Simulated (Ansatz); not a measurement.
Runs of Ansatz 0.2.0 on YN. The structure is cubic, space group Fm-3m (No. 225). The conventional cell has a = 4.877 Å, b = 4.877 Å, c = 4.877 Å, α = 90.00°, β = 90.00°, γ = 90.00°. Y (site symmetry m-3m) has 6 N at 2.44 Å as nearest neighbours. N (site symmetry m-3m) has 6 Y at 2.44 Å as nearest neighbours. 

```tsv
task	level	cutoff (eV)	points for each segment of the path	gap on the mesh (eV)	pressure (GPa)	V0 of scaled cells (Å³/atom)	B0 (GPa)
band structure	PBEsol	420	14	0.16	-2.1	-	-
band structure	r2SCAN	500	14	0.62	2.0	-	-
band structure	PBE	420	14	0.24	3.0	-	-
equation of state	LDA	420	-	-	-	(a)	183
equation of state	PBEsol	420	-	-	-	(b)	171
```

Alike in all rows: potentials or basis Ansatz PAW; no spin polarisation; cell as given; k mesh 9 × 9 × 9; smearing fermi-dirac 0.05 eV.

Question: Fill in the values left out.

Answer: (a) 14.00; (b) 14.32.

Caveats: the k mesh misses the band edges, so the gap on the mesh is wider than the one along the path (some runs); the PAW data sets come from PBE, with cores solved anew for the run's functional, which leaves a small shift of forces and pressure (some runs).

A k mesh can miss the band edges, and the runs leave out spin-orbit coupling on Y.
